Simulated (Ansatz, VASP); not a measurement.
This is a calculation of ZrC for Ansatz 0.2.0.

input.yaml

```yaml
crystal:
  lattice:
    - [3.3687140002, 0.0, 0.0]
    - [-1.6843570001, 2.9173919023, 0.0]
    - [0.0, 0.0, 5.2545482188]
  atoms:
    - { symbol: Zr, position: [0.6666666667, 0.3333333333, 0.75] }
    - { symbol: Zr, position: [0.3333333333, 0.6666666667, 0.25] }
    - { symbol: C, position: [0.0, 0.0, 0.5] }
    - { symbol: C, position: [0.0, 0.0, 0.0] }
hamiltonian:
  xc: lda
  pseudopotentials: { kind: paw }
kpoints:
  mp_grid: { grid: [9, 9, 5] }
scf:
  occupations: { method: fermi_dirac, width: 0.05 }
output:
  forces: true
  stress: true
  eigenvalues: true
```

Potentials or basis: Ansatz PAW.

Launch:

```sh
$ ansatz run input.yaml --threads 2 --pin off --max-ram 5632MiB --backend cpu --events-out ev --progress --plain --runs-dir out
```

Q: Set up the same calculation for VASP 6.6.1. Potentials there: VASP PAW LDA potentials, release 64 (Zr_sv, C).

A: As run (the cutoff follows the program's own potentials):

Contents of INCAR:

```
SYSTEM = ZrC
PREC = Accurate
ENCUT = 520
EDIFF = 1E-6
ISMEAR = -1
SIGMA = 0.05
LREAL = .False.
LASPH = .True.
NELM = 80
ALGO = Normal
ISIF = 2
LWAVE = .False.
LCHARG = .False.
GGA = CA
NBANDS = 24
```

The input KPOINTS:

```
regular mesh
0
Gamma
  9 9 5
  0 0 0
```

POSCAR

```
ZrC
1.0
    3.3687140002      0.0000000000      0.0000000000
   -1.6843570001      2.9173919023      0.0000000000
    0.0000000000      0.0000000000      5.2545482188
Zr C
2 2
Direct
    0.6666666667      0.3333333333      0.7500000000
    0.3333333333      0.6666666667      0.2500000000
    0.0000000000      0.0000000000      0.5000000000
    0.0000000000      0.0000000000      0.0000000000
```

Potentials or basis: VASP PAW LDA potentials, release 64 (Zr_sv, C).

Run with:

```bash
$ cat potpaw_LDA.64/Zr_sv/POTCAR potpaw_LDA.64/C/POTCAR > POTCAR
$ mpirun -np 1 vasp_std > vasp.out
```

Both were run:

|  | VASP | Ansatz | Ansatz less VASP |
| --- | --- | --- | --- |
| gap on the k mesh at the Fermi level (eV) | none | none | - |
| pressure (GPa) | -7.0 | -7.7 | -0.61 |
| largest component of the traceless stress (GPa) | 1.27 | 1.31 | +0.047 |

A gap of «none» marks a metal or a gap that the smearing closes.

Caveats: the PAW data sets come from PBE, with cores solved anew for the run's functional, which leaves a small shift of forces and pressure (Ansatz).
